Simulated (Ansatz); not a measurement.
## AgCl: frozen-core PAW against all-electron methods

```xyz
2
Lattice="0.0277 2.7870 2.7870 2.7870 0.0277 2.7870 2.7870 2.7870 0.0277" Properties=species:S:1:pos:R:3 pbc="T T T"
Ag    2.8009    2.8009    2.8009
Cl    0.0000    0.0000    0.0000
```

Atoms are numbered in the order listed.

The cell is COD entry 9011666, as deposited and not checked against the literature; nothing was relaxed. The listed cell was then made from it by scaling, straining or moving an atom.

All numbers are computed: DFT, PBE, PAW with Ansatz's default frozen-core files, scalar-relativistic (Ansatz 0.2.0); DFT, PBE, all-electron PAW with datasets made for the crystal, scalar-relativistic (Ansatz 0.2.0); DFT, PBE, all-electron LAPW, scalar-relativistic (Ansatz 0.2.0).

For PAW: a Γ-centred 8×8×8 k mesh, Fermi–Dirac smearing of 0.02 eV, cutoff 420 eV, no spin polarisation. The crystal-made all-electron datasets (AE datasets) take a cutoff of 260 eV at this cell. LAPW targets a basis error of 0.5 meV/atom. The Ansatz runs share mesh, smearing and spin set-up. Plane-wave (PAW) pressures include the program's estimate of the Pulay term.

Stress and pressure are positive in compression.

The change that made this cell: equal xy, yz and zx engineering shear strains of +1 %.

No spin–orbit coupling: at heavy atoms the gradients can be off by tens of per cent for that reason.

| quantity | PAW | AE datasets | LAPW |
| --- | --- | --- | --- |
| pressure (GPa) | 1.61 | 1.61 | 1.61 |
| stress yz (GPa) | -0.05 | -0.05 | -0.05 |
| stress xz (GPa) | -0.05 | -0.05 | -0.05 |
| stress xy (GPa) | -0.05 | -0.05 | -0.05 |
| band gap (eV) | 0.897 | 0.899 | 0.899 |
| field gradient Vzz at Ag1 (10²¹ V/m²) | -0.23 | -0.23 | – |
| field gradient Vzz at Cl2 (10²¹ V/m²) | 0.45 | 0.45 | – |
